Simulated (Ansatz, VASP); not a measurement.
Two plane-wave programs on AlNi

File INCAR:

```
SYSTEM = AlNi
ALGO = Normal ; EDIFF = 1E-7
ENCUT = 520 ; GGA = PS
ISIF = 2 ; ISMEAR = 0
LASPH = .TRUE. ; LCHARG = .FALSE.
LREAL = .FALSE. ; LWAVE = .FALSE.
NBANDS = 14 ; NELM = 100
PREC = Accurate ; SIGMA = 0.15
```

Contents of KPOINTS:

```
k-points
0
G
  20 20 20
  0 0 0
```

File POSCAR:

```
AlNi
1.0
    2.8621655516      0.0000000000      0.0000000000
    0.0000000000      2.8621655516      0.0000000000
    0.0000000000      0.0000000000      2.8621655516
Al Ni
1 1
Direct
    0.0000000000      0.0000000000      0.0000000000
    0.5000000000      0.5000000000      0.5000000000
```

Input for Ansatz:

```yaml
crystal:
  lattice:
    - [2.862165552, 0.0, 0.0]
    - [0.0, 2.862165552, 0.0]
    - [0.0, 0.0, 2.862165552]
  atoms:
    - { symbol: Al, position: [0.0, 0.0, 0.0] }
    - { symbol: Ni, position: [0.5, 0.5, 0.5] }
basis:
  ecutwfc: 420
kpoints:
  mp_grid: { grid: [20, 20, 20] }
hamiltonian:
  xc: pbesol
scf:
  occupations: { method: gaussian, width: 0.15 }
output:
  forces: true
  stress: true
  eigenvalues: true
  write_density: true
  write_potential: true
  elf: true
  volumetric_format: npy
```

Alike in both runs: task single point; functional PBEsol; k mesh 20 × 20 × 20; occupations gaussian, width 0.15 eV; no spin polarisation.

```csv
,VASP,Ansatz
version,VASP 6.6.1,Ansatz 0.2.0
potentials or method,"VASP PAW PBE potentials, release 64 (Al, Ni)","scalar-relativistic, plane waves, PAW"
plane-wave cutoff (eV),520,420
valence electrons in the cell,13,21
```

VASP gave:

| Quantity | Value |
| --- | --- |
| gap on the k mesh at the Fermi level (eV) | none |
| pressure (GPa) | 0.2 |

Question: Which values does Ansatz return?

Answer: gap on the k mesh at the Fermi level (eV): none; pressure (GPa): 0.0.

A gap of «none» marks a metal or a gap that the smearing closes. With one functional, cell and mesh, what is left measures potentials, basis and numerics. The two sets of potentials don't hold the same shells in valence.

Caveats: the PAW data sets were made with another functional, which shifts forces and pressure a little (VASP). Spin polarisation is off, so any magnetic state and its effect on volume and gap are missing.
